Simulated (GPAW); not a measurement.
InPd:

```
CELL_PARAMETERS angstrom
3.27188 0.00000 0.00000
0.00000 3.27188 0.00000
0.00000 0.00000 3.27188
ATOMIC_POSITIONS crystal
In 0.00000 0.00000 0.00000
Pd 0.50000 0.50000 0.50000
```

The cell comes from a database or a generator and needn't be the stable form of this composition.

| Quantity | Value |
| --- | --- |
| Program | GPAW 26.7.0 |
| Task | relaxation of cell and atoms |
| Functional | revPBE |
| Potentials or basis | the program's PAW data sets (release 1.2.1) made for this functional |
| Cutoff | 600 eV |
| Basis | pw |
| k mesh | 8 × 8 × 8 |
| Occupations | fermi-dirac, width 0.05 eV |
| Spin | no spin polarisation |

At the start: pressure 5.8 GPa; volume 17.51 Å³/atom.

Question: How do energy, volume and symmetry change on relaxing?

Answer: Over 4 steps the energy falls by 15.1 meV/atom and the volume is 18.37 Å³/atom (+4.9 %); space group Pm-3m (No. 221, to 0.05 Å).

Step by step:
```csv
step,energy change (eV),largest force (eV/Å),pressure (GPa),volume (Å³)
1,0.0000,0.0000,5.80,35.03
2,-0.0109,0.0000,4.53,35.36
3,-0.0241,0.0000,2.41,35.97
4,-0.0301,0.0000,0.04,36.73
```

Final structure:
```yaml
crystal:
  lattice:
    - [3.32416, 0.00000, 0.00000]
    - [0.00000, 3.32416, 0.00000]
    - [0.00000, 0.00000, 3.32416]
  atoms:
    - { symbol: In, position: [0.00000, 0.00000, 0.00000] }
    - { symbol: Pd, position: [0.50000, 0.50000, 0.50000] }
```

Caveat: later steps reuse the first step's grids.
